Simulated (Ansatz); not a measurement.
The system is KI.

```
I K
1.0
     0.00000    3.53277    3.53277
     3.53277    0.00000    3.53277
     3.53277    3.53277    0.00000
I K
1 1
Direct
  0.50000 0.50000 0.50000
  0.00000 0.00000 0.00000
```

| Item | Value |
| --- | --- |
| Program | Ansatz 0.2.0 |
| Task | relaxation of cell and atoms |
| Functional | LDA |
| Potentials or basis | Ansatz PAW |
| Cutoff | 420 eV (not typed: the program's choice for these potentials) |
| k mesh | 5 × 5 × 5 |
| Occupations | gaussian, width 0.1 eV |
| Spin | spin-orbit coupling, no magnetisation |

At the start: volume 44.09 Å³/atom.

Where does the relaxation end?

It ends after 5 steps and the volume is 39.75 Å³/atom (-9.8 %); space group Fm-3m (No. 225, to 0.05 Å).

Step by step:
```
step  energy change (eV)  largest force (eV/Å)  volume (Å³)
   1              0.0000                0.0000        88.18
   2             -0.0254                0.0000        84.50
   3             -0.0398                0.0000        78.04
   4             -0.0407                0.0000        79.50
   5             -0.0399                0.0000        79.50
```

Final structure:
```
CELL_PARAMETERS angstrom
0.00000 3.41279 3.41279
3.41279 0.00000 3.41279
3.41279 3.41279 0.00000
ATOMIC_POSITIONS crystal
I 0.50000 0.50000 0.50000
K 0.00000 0.00000 0.00000
```

Caveat: the plane-wave basis is chosen anew once the cell has moved, so the energies of steps on either side of that aren't comparable; the PAW data sets come from PBE, with cores solved anew for the run's functional, which leaves a small shift of forces and pressure.
